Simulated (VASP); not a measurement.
# BN (P1) in VASP: further runs

Runs on BN. Level: LDA. Tasks: single point.

All numbers are computed with VASP 6.6.1; they aren't measurements. Logs are shortened: lines on timing, memory, paths and dates and some standing lists are left out, and cuts for length are marked.

## Step 1: The crystal as given

The typed cell holds 2 atoms: a = 2.508 Å, b = 2.508 Å, c = 3.274 Å, α = 101.11°, β = 101.11°, γ = 119.81°.

The cell comes from a database or a generator and needn't be the stable form of this composition.

## Step 2: Single point, LDA

The input, INCAR:

```
  PREC = Accurate
  ENCUT = 520
  EDIFF = 1E-6
  ISMEAR = 0
  SIGMA = 0.01
  LREAL = F
  LASPH = T
  NELM = 100
  ALGO = Normal
  ISIF = 2
  LWAVE = F
  LCHARG = T
  GGA = CA
  LELF = T
  LVHAR = T
  NBANDS = 11
```

The input, KPOINTS:

```
Automatic mesh
0
Gamma
  7 7 5
```

The input, POSCAR:

```
BN
1.0
    2.5080410000      0.0000000000      0.0000000000
   -1.2467110000      2.1762310000      0.0000000000
   -0.6306650000     -1.0881160000      3.0225400000
B N
1 1
Direct
    0.9796430000      0.9834990000      0.0018060000
    0.6685060000      0.3323850000      0.9849990000
```

Potentials or basis: VASP PAW LDA potentials, release 64 (B, N).

Run with:

```bash
$ cat potpaw_LDA.64/B/POTCAR potpaw_LDA.64/N/POTCAR > POTCAR
$ mpirun -np 1 vasp_std > vasp.out
```

OUTCAR:

```text
PREC = Accurate
   ENCUT = 520
   EDIFF = 1E-6
   ISMEAR = 0
   LREAL = F
   LASPH = T
   NELM = 100
   ISIF = 2
   GGA = CA

 ion  position               nearest neighbor table
   1  0.980  0.983  0.002-   2 1.40   2 1.43   2 1.52
   2  0.669  0.332  0.985-   1 1.40   1 1.43   1 1.52

  LATTYP: Found a face centered orthorhombic cell.
 ALAT       =     2.5153398844
 B/A-ratio  =     1.7253462546
 C/A-ratio  =     2.4032855509

  Lattice vectors:

 A1 = (  -1.8773760000,   1.0881150000,   3.0225400000)
 A2 = (   0.6306650000,   1.0881150000,   3.0225400000)
 A3 = (  -1.2467110000,   2.1762310000,   0.0000000000)

Analysis of symmetry for initial positions (statically):
=====================================================================
 Subroutine PRICEL returns:
 Original cell was already a primitive cell.

 Routine SETGRP: Setting up the symmetry group for a
 face centered orthorhombic supercell.

 Subroutine GETGRP returns: Found  1 space group operations
 (whereof  1 operations were pure point group operations)
 out of a pool of  8 trial point group operations.

The static configuration has the point symmetry C_1 .

Analysis of symmetry for dynamics (positions and initial velocities):
=====================================================================
 Subroutine PRICEL returns:
 Original cell was already a primitive cell.

 Routine SETGRP: Setting up the symmetry group for a
 face centered orthorhombic supercell.

 Subroutine GETGRP returns: Found  1 space group operations
 (whereof  1 operations were pure point group operations)
 out of a pool of  8 trial point group operations.

The dynamic configuration has the point symmetry C_1 .

 Subroutine INISYM returns: Found  1 space group operations
 (whereof  1 operations are pure point group operations),
 and found     1 'primitive' translations

----------------------------------------------------------------------------------------

                                     Primitive cell

  volume of cell :      16.4973

  direct lattice vectors                    reciprocal lattice vectors
     2.508041000  0.000000000  0.000000000     0.398717565  0.228415813  0.165423820
    -1.246711000  2.176231000  0.000000000     0.000000000  0.459510043  0.165423859
    -0.630665000 -1.088116000  3.022540000     0.000000000  0.000000000  0.330847565

  length of vectors
     2.508041000  2.508041005  3.273756684     0.488379484  0.488379496  0.330847565

  position of ions in fractional coordinates (direct lattice)
     0.979643000  0.983499000  0.001806000
[... 110 lines left out ...]
   PSTRESS=    0.0 pullay stress
   NELECT =       8.0000    total number of electrons
   NUPDOWN=      -1.0000    fix difference up-down
   EMIN   =  10.00;   EMAX   =-10.00  energy-range for DOS
   EFERMI =   0.00;   METHOD = LEGACY
   ISMEAR =     0;   SIGMA  =   0.01  broadening in eV -4-tet -1-fermi 0-gaus
   EFERMI_NEDOS =   21; number of points for ismear=-14 and -15
   IALGO  =     38    algorithm
   IMIX   =      4    mixing-type and parameters
     AMIX     =   0.40;   BMIX     =  1.00
     AMIX_MAG =   1.60;   BMIX_MAG =  1.00
  volume/ion in A,a.u.               =       8.25        55.66
  Fermi-wavevector in a.u.,A,eV,Ry     =   1.286178  2.430523 22.507475  1.654253
  Thomas-Fermi vector in A             =   2.418268
   LORBIT       =      0    0 simple, 1 ext, 2 COOP (PROOUT), +10 PAW based schemes
   GGA     = CA    functional components
   LHFCALC =     F    Hartree Fock is set to
   AEXX    =    0.0000 exact exchange contribution
   IVDW    =     0    specifies the selected vdW correction
   LEPSILON=     F    determine dielectric tensor
   LRPA    =     F    only Hartree local field effects (RPA)
 non-spin polarized calculation
 Gauss-broadening in eV      SIGMA  =   0.01
  energy-cutoff  :      520.00
  volume of cell :       16.50
 maximum number of plane-waves:       454
   NGX =  9   NGY =  9   NGZ = 13

 number of electron       8.0000000 magnetization

 Free energy of the ion-electron system (eV)
  ---------------------------------------------------
  ext. energy  EPLUGINS =         0.00000000
  ---------------------------------------------------
  free energy    TOTEN  =       -19.15451614 eV

  energy without entropy =      -19.15451614  energy(sigma->0) =      -19.15451614

 E-fermi :   3.2636     XC(G=0): -11.0921

 val. band max:        3.2058829147   @ k =   0.4286   0.4286   0.0000
 cond. band min:       6.1927926801   @ k =  -0.4286  -0.4286   0.4000
 fundamental gap:      2.9869097654
 Fermi energy:         3.2635709484

 k-point     1 :       0.0000    0.0000    0.0000
  band No.  band energies     occupation
      1     -14.7686      2.00000
      2      -0.5026      2.00000
      3       0.8271      2.00000
      4       2.4490      2.00000
      5       8.5524      0.00000
      6      13.3707      0.00000
      7      15.4810      0.00000
      8      16.0354      0.00000
      9      18.2038      0.00000
     10      28.3330      0.00000
     11      30.3376      0.00000
[... 309 lines left out ...]
 k-point    24 :      -0.2857    0.4286   -0.0000
  band No.  band energies     occupation
      1     -12.2862      2.00000
      2      -4.5161      2.00000
      3      -1.4607      2.00000
      4       2.2471      2.00000
      5       9.8798      0.00000
      6      12.6525      0.00000
      7      15.8367      0.00000
      8      18.5443      0.00000
      9      20.3385      0.00000
     10      23.3183      0.00000
     11      27.6958      0.00000

 [... further k-points ...]

------------------------ aborting loop because EDIFF is reached ----------------------------------------

  FORCE on cell =-STRESS in cart. coord.  units (eV):
  Direction    XX          YY          ZZ          XY          YZ          ZX
  --------------------------------------------------------------------------------------
  -------------------------------------------------------------------------------------
  Total       -1.2972096     -0.1033229      0.3254813     -0.5002315      0.1206063      0.0542289
  in kB     -125.9821633    -10.0344905     31.6100347    -48.5813947     11.7130210      5.2665885
  external PRESSURE =     -34.8022064 kB  Pullay stress =       0.0000000 kB

 VOLUME and BASIS-vectors are now :
 -----------------------------------------------------------------------------
  energy-cutoff  :      520.00
  volume of cell :       16.50
      direct lattice vectors                 reciprocal lattice vectors
     2.508041000  0.000000000  0.000000000     0.398717565  0.228415813  0.165423820
    -1.246711000  2.176231000  0.000000000     0.000000000  0.459510043  0.165423859
    -0.630665000 -1.088116000  3.022540000     0.000000000  0.000000000  0.330847565

 POSITION                                       TOTAL-FORCE (eV/Angst)
 -----------------------------------------------------------------------------------
      1.22971      2.13836      0.00546         1.640091      2.053590     -0.615916
      0.64105     -0.34845      2.97720        -1.640091     -2.053590      0.615916
 -----------------------------------------------------------------------------------
    total drift:                               -0.000317     -0.000159     -0.000013

  FREE ENERGIE OF THE ION-ELECTRON SYSTEM (eV)
  ---------------------------------------------------
  free  energy   TOTEN  =       -19.1545161361 eV

  energy  without entropy=      -19.1545161361  energy(sigma->0) =      -19.15451614
```

Run time: 12 s. Hardware: 1 thread of Intel Xeon Platinum 8488C (Sapphire Rapids), shared host; peak memory 0.13 GiB.

What came out:

| Quantity | Value |
| --- | --- |
| Free energy | -19.1545 eV |
| Pressure | -3.5 GPa |
| Largest force | 2.699 eV/Å |
| Band gap on the k mesh | 2.99 eV, indirect (least direct gap 4.70 eV) |

Forces on the atoms (eV/Å):
```
B    1.640  2.054 -0.616
N   -1.640 -2.054  0.616
```

Levels at points of the mesh, in eV from the valence-band top:
```csv
k point,band 2,band 3,band 4,band 5,band 6,band 7
"(0.00, 0.00, 0.00)",-3.71,-2.38,-0.76,5.35,10.16,12.28
```

Caveat: the k mesh is coarse (spacing up to 0.44 Å⁻¹), so the values aren't converged; an odd mesh through Γ misses points on the zone boundary, where band edges often lie; forces of over 1 eV/Å show positions far from the minimum, so gaps and moduli don't describe the material at rest.

## Step 3: Single point, LDA

The input, INCAR:

```
PREC = Accurate
ENCUT = 520
EDIFF = 1E-7
ISMEAR = 0
SIGMA = 0.01
LREAL = False
LASPH = True
NELM = 100
ALGO = Fast
ISIF = 2
LWAVE = False
LCHARG = False
GGA = CA
NBANDS = 11
```

The input, KPOINTS:

```
regular mesh
0
Gamma
  13 13 9
```

POSCAR is that of step 2.

Potentials or basis: VASP PAW LDA potentials, release 64 (B, N).

Run with:

```bash
$ cat potpaw_LDA.64/B/POTCAR potpaw_LDA.64/N/POTCAR > POTCAR
$ mpirun -np 1 vasp_std > vasp.out
```

It took 1.8 min on 1 thread of Intel Xeon Platinum 8488C (Sapphire Rapids), shared host; peak memory 0.22 GiB.

It converged, with:

```
Free energy            : -19.1547 eV
Pressure               : -3.5 GPa
Largest force          : 2.698 eV/Å
Band gap on the k mesh : 2.63 eV, indirect (least direct gap 4.39 eV)
```

Forces on the atoms (eV/Å):
```
B    1.638  2.053 -0.616
N   -1.638 -2.053  0.616
```

Stress tensor (GPa, compression positive):
```
-12.63  -4.84   0.53
 -4.84  -1.05   1.17
  0.53   1.17   3.17
```

Levels at points of the mesh, in eV from the valence-band top:
| k point | band 1 | band 2 | band 3 | band 4 | band 5 | band 6 | band 7 | band 8 |
| --- | --- | --- | --- | --- | --- | --- | --- | --- |
| (0.00, 0.00, 0.00) | -18.16 | -3.90 | -2.57 | -0.95 | 5.16 | 9.98 | 12.09 | 12.64 |

Caveat: an odd mesh through Γ misses points on the zone boundary, where band edges often lie; forces of over 1 eV/Å show positions far from the minimum, so gaps and moduli don't describe the material at rest.
